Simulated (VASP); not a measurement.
Input of a VASP 6.6.1 run:

Contents of INCAR:

```
SYSTEM = RbBr
PREC     = Accurate       ! precision mode
ENCUT    = 600            ! plane-wave cutoff, eV
EDIFF    = 1E-7           ! SCF threshold, eV
ISMEAR   = 0              ! smearing method
SIGMA    = 0.03           ! smearing width, eV
LREAL    = .False.        ! projectors in reciprocal space
LASPH    = .True.         ! aspherical terms in the spheres
NELM     = 80             ! most SCF steps
ALGO     = Fast           ! electronic algorithm
ISIF     = 2              ! what is computed and relaxed
LWAVE    = .False.        ! write WAVECAR
LCHARG   = .False.        ! write CHGCAR
GGA      = PS             ! functional
IBRION   = 2              ! ionic algorithm
NSW      = 40             ! ionic steps
EDIFFG   = -0.01          ! ionic threshold
```

KPOINTS

```
Automatic mesh
0
Gamma
  8 8 8
  0 0 0
```

POSCAR

```
RbBr                                    
1.0
    0.0000000000      3.4487482354      3.4487482354
    3.4487482354      0.0000000000      3.4487482354
    3.4487482354      3.4487482354     -0.0000000000
  Rb              Br            
     1     1
Direct
     1.0000000000000000    0.0000000000000000    0.0000000000000000
     0.5000000000000000    0.5000000000000000    0.5000000000000000
```

Potentials or basis: VASP PAW PBE potentials, release 64 (Rb_sv, Br).

Command:

```bash
$ cat potpaw_PBE.64/Rb_sv/POTCAR potpaw_PBE.64/Br/POTCAR > POTCAR
$ mpirun -np 1 vasp_std > vasp.out
```

(1) Estimate the band gap on the k mesh.

Results:

(1) 4.17 eV, direct.

Caveat: the relaxation stopped at its first step, so nothing moved.
